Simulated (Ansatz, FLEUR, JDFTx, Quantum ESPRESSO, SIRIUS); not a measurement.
# Rh: 5 runs at one level of theory

```
Rh
1.0
     0.00000    1.89785    1.89785
     1.89785    0.00000    1.89785
     1.89785    1.89785    0.00000
Rh
1
Cartesian
  0.0000 0.0000 0.0000
```

Alike in all runs: task equation of state; functional LDA; k mesh 12 × 12 × 12; occupations fermi-dirac, width 0.05 eV; no spin polarisation; no spin-orbit coupling. LDA stands for any of its common fits.

```csv
program and potentials,plane-wave cutoff (eV),notes,equilibrium volume (Å³/atom),bulk modulus (GPa)
"Quantum ESPRESSO, PseudoDojo 0.4.1 SR LDA standard",1197,-,13.24,319.0
"SIRIUS, all-electron FP-LAPW, apw+lo standard",-,-,13.20,326.4
"JDFTx, PseudoDojo-SR-LDA-0.4.1-standard",1197,-,?,?
"FLEUR, all-electron, FLAPW",-,-,13.21,319.9
"Ansatz, all-electron LAPW, scalar-relativistic",-,-,13.22,319.1
```

Problem. Estimate from the other rows what the run with JDFTx, PseudoDojo-SR-LDA-0.4.1-standard gave.

Solution. Equilibrium volume 13.24 Å³/atom; bulk modulus 318.9 GPa. The other rows, which needn't bracket it: equilibrium volume 13.20 to 13.24; bulk modulus 319.0 to 326.4.
